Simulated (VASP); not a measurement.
Set up this calculation in VASP 6.6.1, as the native input.

- Task: relaxation of cell and atoms
- Functional: optPBE-vdW
- Potentials or basis: VASP PAW PBE potentials, release 64 (Sb, Ga_d)
- Cutoff: 600 eV
- k mesh: 8 × 8 × 8
- Occupations: fermi-dirac, width 0.05 eV
- Spin: no spin polarisation
- Further INCAR settings: ALGO = Fast; EDIFF = 1e-06; IBRION = 2; EDIFFG = -0.005; NSW = 40; ISIF = 3

The structure of GaSb lies in POSCAR:

```
GaSb
1.0
    0.0000000000      3.0590000000      3.0590000000
    3.0590000000      0.0000000000      3.0590000000
    3.0590000000      3.0590000000      0.0000000000
Sb Ga
1 1
Direct
    0.7500000000      0.7500000000      0.7500000000
    0.0000000000      0.0000000000      0.0000000000
```

One way to write it, as run:

INCAR

```
SYSTEM = GaSb
AGGAC = 0.0
ALGO = Fast
EDIFF = 1E-6
EDIFFG = -0.005
ENCUT = 600
GGA = OR
IBRION = 2
ISIF = 3
ISMEAR = -1
LASPH = .True.
LCHARG = .False.
LREAL = .False.
LUSE_VDW = .True.
LWAVE = .False.
NELM = 80
NSW = 40
PREC = Accurate
SIGMA = 0.05
```

KPOINTS

```
k-points
0
Gamma
  8 8 8
  0 0 0
```

Potentials or basis: VASP PAW PBE potentials, release 64 (Sb, Ga_d).

Launch:

```bash
$ cat potpaw_PBE.64/Sb/POTCAR potpaw_PBE.64/Ga_d/POTCAR > POTCAR
$ mpirun -np 1 vasp_std > vasp.out
```

Results of the run:

```
Relaxed volume                         : 30.40 Å³/atom
Relaxed cell                           : a = 4.414 Å, b = 4.414 Å, c = 4.414 Å, α = 60.00°, β = 60.00°, γ = 60.00°
Space group after relaxing (to 0.05 Å) : F-43m (No. 216)
Energy gained by relaxing              : 15.8 meV/atom
Ionic steps                            : 3
Pressure after relaxing                : 0.0 GPa
Band gap on the k mesh                 : none (metal or under the smearing width)
```

Caveat: the PAW data sets were made with another functional, which shifts forces and pressure a little; this crystal is a semiconductor, whose small gap the functional closes, so the metal is an error of the method.

It took 3.8 min on 1 thread of AMD EPYC 7R13 Processor (Zen 3) (shared host), peak memory 0.45 GiB.
